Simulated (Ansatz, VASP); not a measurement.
Hf in VASP and in Ansatz

The input INCAR:

```
ALGO = Normal
EDIFF = 1E-6
ENCUT = 520
GGA = PS
ISIF = 2
ISMEAR = 0
LASPH = True
LCHARG = False
LREAL = False
LWAVE = False
NBANDS = 11
NELM = 60
PREC = Accurate
SIGMA = 0.05
```

The input KPOINTS:

```
k-points
0
Gamma
  8 8 8
```

The input POSCAR:

```
Hf
1.0
   -1.7421168290      1.7421168290      1.7421168290
    1.7421168290     -1.7421168290      1.7421168290
    1.7421168290      1.7421168290     -1.7421168290
Hf
1
Direct
    0.0000000000      0.0000000000      0.0000000000
```

Input for Ansatz:

```yaml
crystal:
  lattice:
    - [-1.7421168290250986, 1.7421168290250986, 1.7421168290250986]
    - [1.7421168290250986, -1.7421168290250986, 1.7421168290250986]
    - [1.7421168290250986, 1.7421168290250986, -1.7421168290250986]
  atoms:
    - { symbol: Hf, position: [-1.6315856251949655e-33, 7.154833523349392e-33, 6.327481184652282e-33] }
kpoints:
  mp_grid:
    grid: [8, 8, 8]
hamiltonian:
  xc: pbesol
scf:
  occupations:
    method: gaussian
    width: 0.05
output:
  forces: true
  stress: true
```

This isn't the form of Hf at room conditions, which is hcp.

Alike in both runs: task single point; functional PBEsol; k mesh 8 × 8 × 8; occupations gaussian, width 0.05 eV; no spin polarisation.

|  | VASP | Ansatz |
| --- | --- | --- |
| version | VASP 6.6.1 | Ansatz 0.2.0 |
| potentials or method | VASP PAW PBE potentials, release 64 (Hf_pv) | plane waves, PAW |
| plane-wave cutoff (eV) | 520 | 420 |
| valence electrons in the cell | 10 | 26 |

VASP gave:

- pressure (GPa): 0.7

Question: Estimate Ansatz's values.

Answer: Pressure (GPa): 0.9.

The two sets of potentials don't hold the same shells in valence.

Caveats: the PAW data sets were made with another functional, which shifts forces and pressure a little (VASP). The runs have no spin-orbit coupling, so splittings on Hf are missing.
